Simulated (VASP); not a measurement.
A VASP 6.6.1 single-point calculation on KI

INCAR

```
SIGMA = 0.1
ENCUT = 500
NELM = 71
LWAVE = .FALSE.
EDIFF = 1E-7
LREAL = .FALSE.
ISMEAR = -1
LASPH = .TRUE.
NBANDS = 15
PREC = Accurate
NSW = 0
LCHARG = .FALSE.
IBRION = -1
METAGGA = MS2
ISIF = 2
```

KPOINTS

```
KPOINTS created by Atomic Simulation Environment
0
Gamma
6 6 6
0 0 0
```

POSCAR

```
K  I
 1.0000000000000000
    -0.0132196470000000    3.9526744507000000    3.9526744507000000
     3.9526744507000000   -0.0132196470000000    3.9526744507000000
     3.9526744507000000    3.9526744507000000   -0.0132196470000000
 K   I
   1   1
Cartesian
 -0.0013317010789686 -0.0013317010789686 -0.0013317010789686
  1.9743640146789687  1.9743640146789687  1.9743640146789687
```

The recommended PBE PAW datasets give the neutral cell 16 valence electrons.

Command

```
mpirun -np 1 vasp_std
```

**Question.** How does this run end, and what does it give?

**Answer.** It converged. Results: gap between bands v and c on the k mesh 4.50 eV; least direct gap on the k mesh 4.50 eV; pressure 0.1 GPa. Band v is the last that the valence electrons fill when counted band by band, and c is the next.

OSZICAR

```
N       E                     dE             d eps       ncg     rms          rms(c)
DAV:   1     0.794465463664E+02    0.79447E+02   -0.54569E+03   960   0.782E+02
DAV:   2    -0.479732955011E+01   -0.84244E+02   -0.78688E+02  1221   0.195E+02
DAV:   3    -0.115119412981E+02   -0.67146E+01   -0.65955E+01  1608   0.489E+01
DAV:   4    -0.118003377978E+02   -0.28840E+00   -0.28740E+00  1103   0.936E+00
DAV:   5    -0.118083354335E+02   -0.79976E-02   -0.79905E-02  1457   0.155E+00    0.671E+00
DAV:   6    -0.635233346393E+01    0.54560E+01   -0.19897E+01  1100   0.232E+01    0.433E+00
DAV:   7    -0.601995935995E+01    0.33237E+00   -0.14106E+00  1065   0.111E+01    0.265E+00
DAV:   8    -0.606276314292E+01   -0.42804E-01   -0.10544E-01  1264   0.302E+00    0.172E+00
DAV:   9    -0.615438589709E+01   -0.91623E-01   -0.25280E-01  1489   0.419E+00    0.142E+00
DAV:  10    -0.617493918974E+01   -0.20553E-01   -0.17340E-02  1454   0.131E+00    0.801E-01
DAV:  11    -0.618266059360E+01   -0.77214E-02   -0.20997E-02  1454   0.149E+00    0.257E-01
DAV:  12    -0.618234582065E+01    0.31477E-03   -0.15640E-03  1482   0.320E-01    0.236E-01
DAV:  13    -0.618250397708E+01   -0.15816E-03   -0.10850E-04  1570   0.103E-01    0.185E-01
DAV:  14    -0.618279951046E+01   -0.29553E-03   -0.40883E-04   967   0.174E-01    0.162E-01
DAV:  15    -0.618284027177E+01   -0.40761E-04   -0.75425E-05  1383   0.985E-02    0.978E-02
DAV:  16    -0.618287437045E+01   -0.34099E-04   -0.93223E-05  1300   0.104E-01    0.432E-02
DAV:  17    -0.618288073150E+01   -0.63610E-05   -0.28725E-06  1310   0.202E-02    0.270E-02
DAV:  18    -0.618288948640E+01   -0.87549E-05   -0.56004E-06  1440   0.234E-02    0.163E-02
DAV:  19    -0.618289063557E+01   -0.11492E-05   -0.15530E-06  1594   0.149E-02    0.110E-02
DAV:  20    -0.618288980708E+01    0.82849E-06   -0.51149E-06  1191   0.243E-02    0.139E-03
DAV:  21    -0.618288982451E+01   -0.17425E-07   -0.21694E-07  1496   0.353E-03
   1 F= -.61828898E+01 E0= -.61828898E+01  d E =-.240787E-09
```

For comparison, a separate PBE run of the intended cell, on usual settings and not on those above, gives a gap of 3.93 eV on its mesh and a pressure of 0.2 GPa.
